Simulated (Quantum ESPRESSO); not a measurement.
**KF (Carobbiite): zone-centre phonons and dielectric response under several settings**

```
K F
1.0
     0.00000    2.67185    2.67185
     2.67185    0.00000    2.67185
     2.67185    2.67185    0.00000
K F
1 1
Direct
  0.00000 0.00000 0.00000
  0.50000 0.50000 0.50000
```

All runs used Quantum ESPRESSO 7.5; k mesh 4 × 4 × 4, shifted; relaxed cell; no spin polarisation; cutoff 1143 eV; occupations smeared at first, fixed for the response.

```tsv
level	potentials	volume (Å³/atom)	pressure (GPa)	lowest optical mode without the field (cm⁻¹)	highest mode with the field (cm⁻¹)	ε∞ (mean)	ε0 (mean)	Born charge of atom 1 (e)
LDA	PseudoDojo 0.4.1 SR LDA standard	17.16	0.0	211	340	2.10	5.4	1.15
PBE	PseudoDojo 0.4.1 SR PBE standard	19.84	0.0	165	302	1.96	6.5	1.13
revPBE	PseudoDojo 0.4.1 SR PBE standard	?	0.1	?	?	?	?	?
RPBE	PseudoDojo 0.4.1 SR PBE standard	21.54	0.1	141	284	1.87	7.6	1.13
BLYP	PseudoDojo 0.4.1 SR PBE standard	20.33	0.0	166	300	1.94	6.3	1.13
vdW-DF-cx	PseudoDojo 0.4.1 SR PBE standard	19.17	0.0	180	314	1.98	6.0	1.14
```

**Question.** What stands in the row left open?

**Answer.** Volume 21.24 Å³/atom; lowest optical mode without the field 142 cm⁻¹; highest mode with the field 286 cm⁻¹; ε∞ 1.89; ε0 7.6; Born charge of atom 1 1.13 e.

Caveats: the potentials were made for another functional, which shifts forces and pressure (some runs); before the sum rule the acoustic modes lie tens of cm⁻¹ from zero, a sign that the density grid also shifts the optical modes (some runs).

For the row left open. Caveat: the potentials were made for another functional, which shifts forces and pressure.
